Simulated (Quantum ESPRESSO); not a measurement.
C in Quantum ESPRESSO: convergence with density cutoff

C:

```
C
1.0
     2.52210    0.00000    0.00000
    -1.26105    2.18420    0.00000
     0.00000    0.00000   12.35570
C
12
Direct
  0.66667 0.33333 0.35417
  0.33333 0.66667 0.85417
  0.66667 0.33333 0.14583
  0.33333 0.66667 0.64583
  0.66667 0.33333 0.47917
  0.33333 0.66667 0.97917
  0.66667 0.33333 0.02083
  0.33333 0.66667 0.52083
  0.00000 0.00000 0.81250
  0.00000 0.00000 0.31250
  0.00000 0.00000 0.68750
  0.00000 0.00000 0.18750
```

This is a hexagonal form of diamond, not graphite.

```yaml
Program: Quantum ESPRESSO 7.5
Task: single point
Functional: LDA
Potentials_or_basis: JTH 2.0 LDA
Cutoff: 612 eV
Density_cutoff: 2449 eV
k_mesh: 12 × 12 × 3
Occupations: cold, width 0.136 eV
Spin: no spin polarisation
```

These are the settings of the first run; the series varies density cutoff, with any setting tied to it.

Hardware: 1 thread of Intel(R) Xeon(R) Platinum 8375C CPU @ 2.90GHz (Ice Lake) (shared host).

Q: The values tried are 180 Ry, 225 Ry, 270 Ry, 315 Ry, 360 Ry, 450 Ry, 540 Ry, 720 Ry, loosest first. From which on does the pressure stay within 0.1 GPa of the tightest run that finished?

A: From 225 Ry on.

```tsv
density cutoff	energy less the tightest run, at zero smearing (meV/atom)	pressure (GPa)	largest force (eV/Å)	SCF cycles	CPU time (s)	peak memory (GiB)
180 Ry	-0.86	-13.78	0.342	9	34	0.1
225 Ry	0.42	-13.84	0.339	9	37	0.11
270 Ry	0.40	-13.94	0.338	9	38	0.13
315 Ry	0.03	-13.92	0.338	9	37	0.14
360 Ry	-0.02	-13.89	0.338	9	37	0.15
450 Ry	0.07	-13.90	0.338	9	39	0.18
540 Ry	0.00	-13.90	0.338	9	39	0.22
720 Ry	0.00	-13.90	0.338	9	41	0.29
```

Against the tightest run, the energy stays within 1 meV/atom from 180 Ry on; the largest force stays within 0.005 eV/Å from 180 Ry on. The tightest run that finished is the yardstick and may itself not be fully converged.

Caveat, for the tightest run too: the cutoff is low for these files, which shifts pressure and relaxed volume; this smearing can shift energies of a crystal with a gap.
